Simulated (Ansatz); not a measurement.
Reaction (ligand exchange at a B–C bond): `BC(F)(F)F` + `Cl[SiH2][SeH]` → `B[Se][SiH2]Cl` + `FC(F)F`

Computed with Ansatz on PBE0-D4/def2-TZVP structures; ΔE is electronic, products minus reactants. CCSD(T)/CBS adds triple-zeta CCSD(T) − MP2 to the extrapolated MP2 energy (def2 sets, frozen cores). This one scheme is used for every species. DFT in def2-TZVPP. B3LYP here is the variant with VWN-RPA as its local correlation; programs differ in this. For Se outer-core shells are correlated without core-valence functions, which leaves a few kJ/mol of doubt a bond. Scalar relativity is left out up to krypton. One conformer a species, not always the lowest.

```json
{"level": "PBE-D4", "ΔE (kJ/mol)": "-116.0", "difference from CCSD(T)/CBS": "-0.7"}
{"level": "r2SCAN-D4", "ΔE (kJ/mol)": "-113.7", "difference from CCSD(T)/CBS": "1.6"}
{"level": "PBE0-D4", "ΔE (kJ/mol)": "-116.9", "difference from CCSD(T)/CBS": "-1.6"}
{"level": "B3LYP-D4", "ΔE (kJ/mol)": "-109.5", "difference from CCSD(T)/CBS": "5.8"}
{"level": "ωB97X-V", "ΔE (kJ/mol)": "-105.4", "difference from CCSD(T)/CBS": "9.9"}
{"level": "ωB97M-V", "ΔE (kJ/mol)": "-107.1", "difference from CCSD(T)/CBS": "8.2"}
{"level": "B2PLYP", "ΔE (kJ/mol)": "-112.0", "difference from CCSD(T)/CBS": "3.3"}
{"level": "PBE", "ΔE (kJ/mol)": "-113.8", "difference from CCSD(T)/CBS": "1.5"}
{"level": "r2SCAN", "ΔE (kJ/mol)": "-113.1", "difference from CCSD(T)/CBS": "2.2"}
{"level": "PBE0", "ΔE (kJ/mol)": "-114.8", "difference from CCSD(T)/CBS": "0.5"}
{"level": "B3LYP", "ΔE (kJ/mol)": "-105.9", "difference from CCSD(T)/CBS": "9.4"}
{"level": "HF/def2-TZVPP", "ΔE (kJ/mol)": "-101.8", "difference from CCSD(T)/CBS": "13.5"}
{"level": "MP2/def2-TZVPP", "ΔE (kJ/mol)": "-124.4", "difference from CCSD(T)/CBS": "-9.1"}
{"level": "SCS-MP2/def2-TZVPP", "ΔE (kJ/mol)": "-116.8", "difference from CCSD(T)/CBS": "-1.5"}
{"level": "CCSD/def2-TZVPP", "ΔE (kJ/mol)": "-113.4", "difference from CCSD(T)/CBS": "1.9"}
{"level": "CCSD(T)/def2-TZVPP", "ΔE (kJ/mol)": "-117.0", "difference from CCSD(T)/CBS": "-1.7"}
{"level": "HF/def2-QZVPP", "ΔE (kJ/mol)": "-101.1", "difference from CCSD(T)/CBS": "14.2"}
{"level": "MP2/def2-QZVPP", "ΔE (kJ/mol)": "-123.2", "difference from CCSD(T)/CBS": "-7.9"}
{"level": "SCS-MP2/def2-QZVPP", "ΔE (kJ/mol)": "-115.6", "difference from CCSD(T)/CBS": "-0.3"}
{"level": "HF/CBS(def2)", "ΔE (kJ/mol)": "-101.0", "difference from CCSD(T)/CBS": "14.3"}
{"level": "MP2/CBS(def2)", "ΔE (kJ/mol)": "-122.7", "difference from CCSD(T)/CBS": "-7.4"}
{"level": "CCSD/CBS(def2)", "ΔE (kJ/mol)": "-111.7", "difference from CCSD(T)/CBS": "3.6"}
{"level": "CCSD(T)/CBS", "ΔE (kJ/mol)": "-115.3", "difference from CCSD(T)/CBS": "0"}
```

Largest T1 diagnostic among the species: 0.013.

The D4 term adds −3.6 kJ/mol with B3LYP and −2.1 kJ/mol with PBE0; it sums over pairs of atoms, weighted by their polarisabilities, and B3LYP, whose exchange is more repulsive, gets the larger term. In def2-TZVPP, CCSD(T) changes the Hartree–Fock value by −15.2 kJ/mol (the triples alone add −3.6 kJ/mol) and MP2 by −22.6 kJ/mol.

CCSD(T)/CBS has its own doubt, a few kJ/mol and more with outer-core shells, so smaller differences from it don't rank the levels.
